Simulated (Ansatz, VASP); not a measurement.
## One calculation of CaSe, two programs

The input INCAR:

```
ALGO = Normal ; EDIFF = 1E-7
ENCUT = 520 ; GGA = PS
ISIF = 2 ; ISMEAR = -1
LASPH = T ; LCHARG = T
LELF = T ; LREAL = F
LVHAR = T ; LWAVE = F
NBANDS = 15 ; NELM = 100
PREC = Accurate ; SIGMA = 0.05
```

The input KPOINTS:

```
k-points
0
Gamma
  8 8 8
```

Contents of POSCAR:

```
CaSe
1.0
    0.0000000000      2.9755767295      2.9755767295
    2.9755767295      0.0000000000      2.9755767295
    2.9755767295      2.9755767295      0.0000000000
Se Ca
1 1
Direct
    0.5000000000      0.5000000000      0.5000000000
    0.0000000000      0.0000000000      0.0000000000
```

Contents of input.yaml:

```yaml
crystal:
  lattice:
    - [0.0, 2.9755767295, 2.9755767295]
    - [2.9755767295, 0.0, 2.9755767295]
    - [2.9755767295, 2.9755767295, 0.0]
  atoms:
    - { symbol: Se, position: [0.5, 0.5, 0.5] }
    - { symbol: Ca, position: [0.0, 0.0, 0.0] }
kpoints:
  mp_grid: { grid: [8, 8, 8] }
scf:
  occupations: { method: fermi_dirac, width: 0.05 }
hamiltonian:
  xc: pbesol
  pseudopotentials: { kind: all_electron, lapw: { basis_error: 0.0005 } }
output:
  forces: true
  stress: true
  eigenvalues: true
```

Change from the starting cell: volume scaled by 1.02.

Alike in both runs: task single point; functional PBEsol; k mesh 8 × 8 × 8; occupations fermi-dirac, width 0.05 eV; no spin polarisation.

|  | VASP | Ansatz |
| --- | --- | --- |
| version | VASP 6.6.1 | Ansatz 0.2.0 |
| potentials or method | VASP PAW PBE potentials, release 64 (Se, Ca_sv) | all-electron LAPW, scalar-relativistic |
| plane-wave cutoff (eV) | 520 | see its input |

Ansatz gave:

```
gap on the k mesh at the Fermi level (eV) : 1.98
least direct gap on the mesh (eV)         : 2.91
pressure (GPa)                            : -2.0
```

Task: What did VASP give for the same quantities?

Result: gap on the k mesh at the Fermi level (eV): 1.97; least direct gap on the mesh (eV): 2.90; pressure (GPa): -1.8.

Ansatz ran all-electron here, so the differences hold the error of VASP's frozen core and of both bases.

Caveats: the PAW data sets were made with another functional, which shifts forces and pressure a little (VASP). A k mesh can miss the band edges.
